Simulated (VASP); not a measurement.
Set up this calculation in VASP 6.6.1, as the native input.

* Task: band structure
* Functional: PBE
* Potentials or basis: VASP PAW PBE potentials, release 64 (Au)
* Cutoff: 520 eV
* k mesh: 16 × 16 × 16
* Occupations: methfessel-paxton, width 0.1 eV
* Spin: no spin polarisation
* Further INCAR settings: ALGO = Normal; EDIFF = 1e-06

The structure of Au lies in POSCAR:

```
Au                                      
1.0
    0.0000000000      2.0408538050      2.0408538050
    2.0408538050      0.0000000000      2.0408538050
    2.0408538050      2.0408538050      0.0000000000
  Au            
     1
Direct
     0.0000000000000000    0.0000000000000000    0.0000000000000000
```

The input as run:

INCAR

```
PREC = Accurate
ENCUT = 520
EDIFF = 1E-6
ISMEAR = 1
SIGMA = 0.1
LREAL = F
LASPH = T
NELM = 80
ALGO = Normal
ISIF = 2
LWAVE = F
LCHARG = F
LMAXMIX = 4
GGA = PE
```

KPOINTS

```
regular mesh
0
Gamma
  16 16 16
```

KPOINTS_OPT

```
explicit points
252
Reciprocal
 0.0000000000  0.0000000000  0.0000000000 1
 0.0357142857  0.0000000000  0.0357142857 1
 0.0714285714  0.0000000000  0.0714285714 1
 0.1071428571  0.0000000000  0.1071428571 1
 0.1428571429  0.0000000000  0.1428571429 1
 0.1785714286  0.0000000000  0.1785714286 1
[... 244 lines left out ...]
 0.4919843700  0.0080156300  0.5000000000 1
 0.5080156300 -0.0080156300  0.5000000000 1
```

Potentials or basis: VASP PAW PBE potentials, release 64 (Au).

Command:

```sh
$ cat potpaw_PBE.64/Au/POTCAR > POTCAR
$ mpirun -np 1 vasp_std > vasp.out
```

Results of the run:

```json
{
 "Pressure": "8.9 GPa",
 "Band gap along the path": "none (metal or under the smearing width)"
}
```

Caveat: spin-orbit coupling is left out, which moves the levels of the heavy elements.

Wall time 20 s on 1 thread of AMD EPYC 9R45 96-Core Processor (Zen 5), on a shared host, peak memory 0.13 GiB.
